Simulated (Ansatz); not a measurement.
## InP: the gap against volume

InP, F-43m, a = 5.960 Å. Ansatz: PBE, PAW, 420 eV, Γ-centred 10×10×10 mesh on 2 atoms, Gaussian smearing 0.02 eV; no spin polarisation. Symmetry fixes shape and atoms, so the cell is only scaled; x = ln(V/V0) with V0 = 26.465 Å³/atom. The gap is read at the mesh points alone.

| x | gap y (eV) |
| --- | --- |
| -0.0619 | 0.779 |
| -0.0305 | 0.607 |
| 0.0000 | ? |
| 0.0296 | 0.280 |
| 0.0583 | 0.124 |

Q: Fit a straight line to the other rows, give the volume deformation potential of the gap and its pressure coefficient, and predict the missing gap. B0 = 59.5 GPa.

A: Means x = -0.001125, y = 0.44750; Σ(Δx)² = 0.009032, ΣΔxΔy = -0.04920; the slope is their ratio. y = 0.4414 − 5.448 x. The slope is the deformation potential a = dE_g/d ln V = -5.45 eV, and dE_g/dP = −a/B0 = 91.6 meV/GPa. At x = 0.0000 the fit asked for gives 0.441 eV. The run gave 0.441 eV, the same to the digits shown.

Semilocal functionals give gaps under the measured ones; changes of the gap mostly carry over better.